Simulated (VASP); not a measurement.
Set up this calculation in VASP 6.6.1, as the native input.

* Task: relaxation of cell and atoms
* Functional: PBEsol
* Potentials or basis: VASP PAW PBE potentials, release 64 (Sn_d, Te)
* Cutoff: 600 eV
* k mesh: 10 × 10 × 10
* Occupations: gaussian, width 0.03 eV
* Spin: no spin polarisation
* Further INCAR settings: ALGO = Normal; EDIFF = 1e-06; IBRION = 2; EDIFFG = -0.01; NSW = 90; ISIF = 3

The structure of SnTe lies in POSCAR:

```
SnTe
1.0
    0.0000000000      3.1508500000      3.1508500000
    3.1508500000      0.0000000000      3.1508500000
    3.1508500000      3.1508500000      0.0000000000
Sn Te
1 1
Direct
    0.0000000000      0.0000000000      0.0000000000
    0.5000000000      0.5000000000      0.5000000000
```

The input as run:

INCAR

```
PREC = Accurate
ENCUT = 600
EDIFF = 1E-6
ISMEAR = 0
SIGMA = 0.03
LREAL = F
LASPH = T
NELM = 80
ALGO = Normal
ISIF = 3
LWAVE = F
LCHARG = F
GGA = PS
IBRION = 2
NSW = 90
EDIFFG = -0.01
KPAR = 4
```

KPOINTS

```
Automatic mesh
0
Gamma
  10 10 10
```

Potentials or basis: VASP PAW PBE potentials, release 64 (Sn_d, Te).

Command:

```bash
$ cat potpaw_PBE.64/Sn_d/POTCAR potpaw_PBE.64/Te/POTCAR > POTCAR
$ mpirun -np 4 vasp_std > vasp.out
```

Results of the run:

```json
{"Relaxed volume": "31.10 Å³/atom", "Relaxed cell": "a = 4.447 Å, b = 4.447 Å, c = 4.447 Å, α = 60.00°, β = 60.00°, γ = 60.00°", "Space group after relaxing (to 0.05 Å)": "Fm-3m (No. 225)", "Energy gained by relaxing": "0.2 meV/atom", "Ionic steps": "3", "Pressure after relaxing": "0.0 GPa", "Band gap on the k mesh": "0.16 eV, direct"}
```

Caveat: the PAW data sets were made with another functional, which shifts forces and pressure a little; spin-orbit coupling is left out, which moves the levels of the heavy elements.

Wall time 25 s on 4 MPI ranks on Intel(R) Xeon(R) 6975P-C (Granite Rapids) (shared host), peak memory 0.24 GiB a rank.
